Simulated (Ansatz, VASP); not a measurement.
Co in VASP and in Ansatz

File INCAR:

```
SYSTEM = Co
  PREC = Accurate
  ENCUT = 520
  EDIFF = 1E-7
  ISMEAR = -1
  SIGMA = 0.1
  LREAL = .False.
  LASPH = .True.
  NELM = 60
  ALGO = Normal
  ISIF = 2
  LWAVE = .False.
  LCHARG = .False.
  GGA = PE
  NBANDS = 16
```

KPOINTS

```
Automatic mesh
0
Gamma
  12 12 12
  0 0 0
```

POSCAR

```
Co
1.0
    0.0000000000      2.4950353837      2.4950353837
    2.4950353837      0.0000000000      2.4950353837
    2.4950353837      2.4950353837      0.0000000000
Co
2
Direct
    0.1250000000      0.1250000000      0.1250000000
    0.8750000000      0.8750000000      0.8750000000
```

Input for Ansatz:

```yaml
crystal:
  lattice:
    - [0.0, 2.4950353837, 2.4950353837]
    - [2.4950353837, 0.0, 2.4950353837]
    - [2.4950353837, 2.4950353837, 0.0]
  atoms:
    - { symbol: Co, position: [0.125, 0.125, 0.125] }
    - { symbol: Co, position: [0.875, 0.875, 0.875] }
hamiltonian:
  xc: pbe
  pseudopotentials:
    kind: paw
    azcp:
      Co: "pseudopotentials/Co.paw.azcp"
basis:
  ecutwfc: 420
  fft_grid_basis: typed
kpoints:
  mp_grid: { grid: [12, 12, 12], shift: [0, 0, 0] }
magnetization:
  spin_polarized: false
scf:
  occupations: { method: fermi_dirac, width: 0.1 }
  lower_state_search: "off"
output:
  stress: true
```

Alike in both runs: task single point; functional PBE; k mesh 12 × 12 × 12; occupations fermi-dirac, width 0.1 eV; no spin polarisation.

```csv
,VASP,Ansatz
version,VASP 6.6.1,Ansatz 0.2.0
potentials or method,"VASP PAW PBE potentials, release 64 (Co)","plane waves (420 eV) with PAW, scalar-relativistic"
plane-wave cutoff (eV),520,420
valence electrons in the cell,18,34
```

```tsv
	VASP	Ansatz	Ansatz less VASP
pressure (GPa)	-5.4	-4.7	+0.67
```

The functional is the same, so the differences come from potentials, cutoffs and numerics. The two sets of potentials don't hold the same shells in valence.

Caveats: the run has no spin polarisation, though such a crystal can be magnetic. Spin polarisation is off, so any magnetic state and its effect on volume and gap are missing.
